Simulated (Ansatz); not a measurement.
InN (zinc blende)

```
InN
1.0
    0.00000     2.49995     2.49995
    2.49995     0.00000     2.49995
    2.49995     2.49995     0.00000
N In
1 1
Cartesian
  3.74993   3.74993   3.74993
  0.00000   0.00000   0.00000
```

The slice is a {100} plane (indices of the conventional cell) through the point (0.750, 0.750, 0.750) (fractional), spanned by u = [100] and v = [0 1 -1] in vectors of this cell: u (3.54 Å) and v (3.54 Å, at 90° to u). It covers one period; positions are fractions (u, v).

Method: r2SCAN (plane waves to 500 eV, PAW, scalar-relativistic; Ansatz, an electronic-structure program). k mesh 11×11×11. Inside the PAW spheres the values are not all-electron values, and peaks at nuclei hang on which shells count as valence. At this level the bands of InN touch or barely overlap; measurements give the solid a gap. InN was relaxed with its symmetry unable to fall. The PAW data are Ansatz's earlier set.

Problem. Predict the map of the valence electron density on the slice.

Solution. 
```
|@@@@%%#*+==-------==+*#%%@@@|
|@@@@%#*++==-------==++*#%@@@|
|@@@%%#*+==---------==+*#%%@@|
|@%%%#*++=---:::::---=++*#%%%|
|%%##**+==--:::::::--==+**##%|
|##**++==--:::::::::--==++**#|
|**+++==--:::.....:::--==+++*|
|+++===--:::.......:::--===++|
|====---::...........::---===|
|===---:::...     ...:::---==|
|-----:::...       ...:::----|
|----:::...         ...:::---|
|----:::...         ...:::---|
|----:::...         ...:::---|
|----:::...         ...:::---|
|----:::...         ...:::---|
|-----:::...       ...:::----|
|===---:::...     ...:::---==|
|====---::...........::---===|
|+++===--:::.......:::--===++|
|**+++==--:::.....:::--==+++*|
|##**++==--:::::::::--==++**#|
|%%##**+==--:::::::--==+**##%|
|@%%%#*++=---:::::---=++*#%%%|
|@@@%%#*+==---------==+*#%%@@|
|@@@@%#*++==-------==++*#%@@@|
|@@@@%%#*+==-------==+*#%%@@@|
|@@@@@%#*+==-------==+*#%@@@@|
```
Scale: ten equal steps from -1.47 (start of ' ') to 0.53 (end of '@'), in the order ' .:-=+*#%@'. Values: log₁₀ of the valence density in e/Å³. The map has 28 points along u (one character each, u = 0 at the left) and 28 along v (v = 0 in the bottom row). The scale is logarithmic, as a density can span decades between atoms and voids.
